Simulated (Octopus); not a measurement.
# GaAs (P4/mmm) in Octopus: convergence with extra states

Aim: find how far extra states must go before the results for GaAs settle, at PBE. This setting moves, with any that are tied to it; all else stays.

Program: Octopus 16.4. These are calculated values, not measurements. Logs are shortened: lines on timing, memory, paths and dates and some standing lists are left out, and cuts for length are marked.

## 1. The structure

It takes space group P4/mmm (No. 123, tetragonal). The conventional cell has a = 3.810 Å, b = 3.810 Å, c = 2.739 Å, α = 90.00°, β = 90.00°, γ = 90.00°. Around Ga (site symmetry 4/mmm) lie 4 As at 2.69 Å and 2 Ga at 2.74 Å. Around As (site symmetry 4/mmm) lie 4 Ga at 2.69 Å and 2 As at 2.74 Å.

The cell was built by a generator and needn't be a form met in nature.

## 2. With extra states 1

The input, inp:

```
CalculationMode = gs
UnitsOutput = eV_Angstrom
PeriodicDimensions = 3
ExperimentalFeatures = yes
PseudopotentialSet = hgh_lda
%LatticeParameters
 1*angstrom | 1*angstrom | 1*angstrom
%
%LatticeVectors
 3.81014 | 0 | 0
 0 | 3.81014 | 0
 0 | 0 | 2.73891
%
XYZCoordinates = "GaAs.xyz"
%Spacing
 0.19050700*angstrom | 0.19050700*angstrom | 0.19563643*angstrom
%
DerivativesOrder = 8
%KPointsGrid
 5 | 5 | 7
%
KPointsUseSymmetries = yes
XCFunctional = gga_x_pbe + gga_c_pbe
SmearingFunction = fermi_dirac
Smearing = 0.05*eV
ExtraStates = 1
Eigensolver = chebyshev_filter
ConvRelDens = 1e-6
MaximumIter = 120
SCFCalculateStress = yes
```

The input, GaAs.xyz:

```xyz
2
Lattice="3.8101400000 0.0000000000 0.0000000000 0.0000000000 3.8101400000 0.0000000000 0.0000000000 0.0000000000 2.7389100000" Properties=species:S:1:pos:R:3 pbc="T T T"
Ga     1.9050700000      1.9050700000      1.3694550000
As     0.0000000000      0.0000000000      1.3694550000
```

Potentials or basis: hgh_lda (LDA).

Command:

```
$ OMP_NUM_THREADS=1 octopus > out.log
```

It took 2.5 min on 1 thread of Arm Neoverse V1, shared host; peak memory 0.11 GiB.

No converged result was reached.

## 3. With extra states 2

Edit inp of step 2 so:

```diff
@@ -25,3 +25,3 @@
 Smearing = 0.05*eV
-ExtraStates = 1
+ExtraStates = 2
 Eigensolver = chebyshev_filter
```

GaAs.xyz is that of step 2.

Potentials or basis: hgh_lda (LDA).

Command:

```
$ OMP_NUM_THREADS=1 octopus > out.log
```

out.log:

```text
Running octopus

[... 13 lines left out ...]

Input: [AllElectronType = no]
Input: [PseudopotentialSet = hgh_lda]
Reading Coordinates from GaAs.xyz

****************************** Species *******************************
  Species 'Ga'
    type             : pseudopotential
    file             : 'Ga.hgh'
    file format      : HGH
    valence charge   : 3.0
    atomic number    :  31
    form on file     : kleinman-bylander
    lmax             : 2
    llocal           : -1
    projectors per l : 3
    total projectors : 9
    application form : kleinman-bylander
    orbitals         :  4
    bound orbitals   :  4

  Species 'As'
    type             : pseudopotential
    file             : 'As.hgh'
    file format      : HGH
    valence charge   : 5.0
    atomic number    :  33
    form on file     : kleinman-bylander
    lmax             : 2
    llocal           : -1
    projectors per l : 3
    total projectors : 9
    application form : kleinman-bylander
    orbitals         :  4
    bound orbitals   :  4

**********************************************************************

***************************** Symmetries *****************************
Space group No.  123
International: P4/mmm
Schoenflies: D4h^1
Info: The system has    16 symmorphic symmetries that can be used.
  Index                Rotation matrix                      Fractional translations
    1 :     1   0   0     0   1   0     0   0   1      0.000000    0.000000    0.000000
    2 :    -1   0   0     0  -1   0     0   0  -1      0.000000    0.000000    0.000000
[... 205 lines left out ...]
 etot  = -2.36562460E+02 abs_ev   =  2.33E+01 rel_ev   =  4.16E+00
 ediff =        8.69E+00 abs_dens =  4.71E-01 rel_dens =  5.88E-02
Matrix vector products: 600
Converged eigenvectors: 0

#  State  KPoint  Eigenvalue [eV]  Occupation    Error
      1       1       -8.719015    2.000000   ( 2.5E-04)
      1       2       -8.432151    2.000000   ( 2.3E-05)
      1       3       -8.351705    2.000000   ( 4.9E-04)
      1       4       -8.154408    2.000000   ( 3.4E-06)
      1       5       -8.066045    2.000000   ( 5.8E-05)
      1       7       -7.796300    2.000000   ( 2.7E-06)
      1       6       -7.789465    2.000000   ( 2.2E-05)
      1       9       -7.552771    2.000000   ( 2.8E-06)
[... 23 lines left out ...]
      6      11       11.021269    0.000000   ( 9.8E-02)
      6       1       12.050553    0.000000   ( 1.1E-01)
      6      19       12.174413    0.000000   ( 9.0E-02)
      6      16       12.175164    0.000000   ( 5.9E-02)
      6      14       12.251573    0.000000   ( 5.7E-02)
      6       3       12.440760    0.000000   ( 1.1E-01)
      6      18       12.828854    0.000000   ( 1.1E-01)
      6       8       13.320434    0.000000   ( 1.1E-01)

Density of states:

---------------------------------------%------------------------------
--------------------------------------%%------------------------------
--------------------------------------%%------------------------------
-------------------------------%------%%--%---------------------------
---------------------------%--%%------%%%-%--%-----%--%---------------
-----%----------------%----%--%%------%%%-%--%-----%--%---------------
-----%----%-----------%---%%--%%%--%--%%%-%--%-----%--%---------------
----%%%-%-%-%----%%--%%---%%--%%%-%%%%%%%-%-%%--%%%%-%%%--%%-----%----
--%%%%%-%-%-%----%%--%%--%%%%%%%%%%%%%%%%-%-%%--%%%%-%%%--%%-%---%----
-%%%%%%%%-%%%-%-%%%-%%%%-%%%%%%%%%%%%%%%%%%%%%%%%%%%%%%%-%%%%%%--%%---
                                          ^

Fermi energy =     4.547099 eV

**********************************************************************

*********************** SCF CYCLE ITER #    2 ************************
 etot  = -2.35662238E+02 abs_ev   =  3.70E-01 rel_ev   =  7.08E-02
 ediff =        3.31E-02 abs_dens =  9.01E-02 rel_dens =  1.13E-02
Matrix vector products: 600
Converged eigenvectors: 0
[... 219 lines left out ...]
Fermi energy =     4.626934 eV

**********************************************************************

Info: restarting mixing.

*********************** SCF CYCLE ITER #   21 ************************
 etot  = -2.35321293E+02 abs_ev   =  2.82E-05 rel_ev   =  5.58E-06
 ediff =        1.51E-06 abs_dens =  2.11E-05 rel_dens =  2.63E-06
Matrix vector products: 600
Converged eigenvectors: 3
[... 43 lines left out ...]
*********************** SCF CYCLE ITER #   25 ************************
 etot  = -2.35321459E+02 abs_ev   =  8.74E-07 rel_ev   =  1.73E-07
 ediff =        2.81E-07 abs_dens =  6.32E-06 rel_dens =  7.90E-07
Matrix vector products: 600
Converged eigenvectors: 22

#  State  KPoint  Eigenvalue [eV]  Occupation    Error
      1       1       -8.602087    2.000000   ( 1.1E-07)
      1       2       -8.307030    2.000000   ( 9.9E-08)
      1       3       -8.233987    2.000000   ( 9.0E-08)
      1       4       -8.021336    2.000000   ( 1.0E-07)
      1       5       -7.940118    2.000000   ( 9.1E-08)
      1       6       -7.655577    2.000000   ( 7.3E-08)
      1       7       -7.642246    2.000000   ( 4.3E-08)
      1       9       -7.393023    2.000000   ( 8.0E-08)
[... 23 lines left out ...]
      5      14       10.935249    0.000000   ( 1.3E-06)
      6       1       11.911347    0.000000   ( 6.9E-04)
      6      16       12.049965    0.000000   ( 3.9E-03)
      6      19       12.078083    0.000000   ( 1.0E-03)
      6      14       12.251513    0.000000   ( 1.3E-04)
      6       3       12.264003    0.000000   ( 2.1E-03)
      6      18       12.376286    0.000000   ( 6.2E-05)
      6       8       13.163625    0.000000   ( 1.2E-04)

Density of states:

---------------------------------------%------------------------------
---------------------------------------%------------------------------
---------------------------------------%------------------------------
---------------------------------------%------------------------------
------------------------------%--------%------------------------------
---------------------------%--%%-------%------------------------------
---------------------------%--%%-------%--%---------%-%---------------
-----%------%---------%----%--%%%--%-%%%%-%%-%-----%%-%---------------
----%%-%%-%-%----%%--%%---%%--%%%-%%-%%%%-%%%%--%%-%%-%-%--%------%---
-%%%%%%%%-%%%-%--%%--%%%%-%%%-%%%%%%%%%%%%%%%%%%%%%%%%%%%-%%-%%--%%---
                                          ^

Fermi energy =     4.626913 eV

**********************************************************************

Info: SCF converged in   25 iterations

** Warning:
**   Some of the states are not fully converged!

Info: Number of matrix-vector products:      15000
Info: Finished writing information to 'restart/gs'.

Octopus emitted 29 warnings.
```

Run time: 44 s. Hardware: 1 thread of Arm Neoverse V1, shared host; peak memory 0.12 GiB.

Results:

| Item | Value |
| --- | --- |
| Free energy | -235.3287 eV |
| Pressure | -5.5 GPa |
| Band gap on the k mesh | none (metal or under the smearing width) |

## 4. With extra states 4

Edit inp of step 3 so:

```diff
@@ -25,3 +25,3 @@
 Smearing = 0.05*eV
-ExtraStates = 2
+ExtraStates = 4
 Eigensolver = chebyshev_filter
@@ -30 +30,6 @@
 SCFCalculateStress = yes
+%Output
+ density | cube
+ elf | cube
+ potential | cube
+%
```

GaAs.xyz is that of step 3.

Command:

```
$ OMP_NUM_THREADS=1 octopus > out.log
```

It took 34 s on 1 thread of Arm Neoverse V1, shared host; peak memory 0.14 GiB.

Results (log left out):

```yaml
Free_energy: -235.3287 eV
Pressure: -5.5 GPa
Band_gap_on_the_k_mesh: none (metal or under the smearing width)
```

## 5. With extra states 6

Edit inp of step 4 so:

```diff
@@ -25,3 +25,3 @@
 Smearing = 0.05*eV
-ExtraStates = 4
+ExtraStates = 6
 Eigensolver = chebyshev_filter
@@ -30,6 +30 @@
 SCFCalculateStress = yes
-%Output
- density | cube
- elf | cube
- potential | cube
-%
```

GaAs.xyz is that of step 4.

Command:

```
$ OMP_NUM_THREADS=1 octopus > out.log
```

Wall time 37 s (1 thread of Arm Neoverse V1, shared host); peak memory 0.15 GiB.

Results (log left out):

```yaml
Free_energy: -235.3287 eV
Pressure: -5.5 GPa
Band_gap_on_the_k_mesh: none (metal or under the smearing width)
```

## 6. With extra states 10

Edit inp of step 5 so:

```diff
@@ -25,3 +25,3 @@
 Smearing = 0.05*eV
-ExtraStates = 6
+ExtraStates = 10
 Eigensolver = chebyshev_filter
@@ -30 +30,6 @@
 SCFCalculateStress = yes
+%Output
+ density | cube
+ elf | cube
+ potential | cube
+%
```

GaAs.xyz is that of step 5.

Potentials or basis: hgh_lda (LDA).

Command:

```
$ OMP_NUM_THREADS=1 octopus > out.log
```

Run time: 47 s. Hardware: 1 thread of Arm Neoverse V1, shared host; peak memory 0.18 GiB.

It converged, with:

```
Free energy            : -235.3287 eV
Pressure               : -5.5 GPa
Band gap on the k mesh : none (metal or under the smearing width)
```

## 7. With extra states 16

Edit inp of step 6 so:

```diff
@@ -25,3 +25,3 @@
 Smearing = 0.05*eV
-ExtraStates = 10
+ExtraStates = 16
 Eigensolver = chebyshev_filter
```

GaAs.xyz is that of step 6.

Command:

```
$ OMP_NUM_THREADS=1 octopus > out.log
```

Wall time 77 s (1 thread of Arm Neoverse V1, shared host); peak memory 0.23 GiB.

The run converged. Its results:

* Free energy: -235.3287 eV
* Pressure: -5.5 GPa
* Band gap on the k mesh: none (metal or under the smearing width)

## 8. With extra states 24

Edit inp of step 7 so:

```diff
@@ -25,3 +25,3 @@
 Smearing = 0.05*eV
-ExtraStates = 16
+ExtraStates = 24
 Eigensolver = chebyshev_filter
```

GaAs.xyz is that of step 7.

Command:

```
$ OMP_NUM_THREADS=1 octopus > out.log
```

Wall time 86 s (1 thread of Arm Neoverse V1, shared host); peak memory 0.29 GiB.

It converged, with:

| Item | Value |
| --- | --- |
| Free energy | -235.3287 eV |
| Pressure | -5.5 GPa |
| Band gap on the k mesh | none (metal or under the smearing width) |

## 9. Result

```csv
extra states,"energy less the tightest run, at zero smearing (meV/atom)",SCF cycles,CPU time (s),peak memory (GiB)
1,not converged,-,-,-
2,0.00,25,44,0.12
4,0.00,13,34,0.14
6,0.00,11,37,0.15
10,0.00,10,47,0.18
16,0.00,10,77,0.23
24,0.00,9,86,0.29
```

Against the tightest run, the energy stays within 1 meV/atom from 2 on. The tightest run that finished is the yardstick and may itself not be fully converged.

Caveats: this is an older set of potentials, less accurate than current ones; the potentials were made for another functional, which shifts forces and pressure.
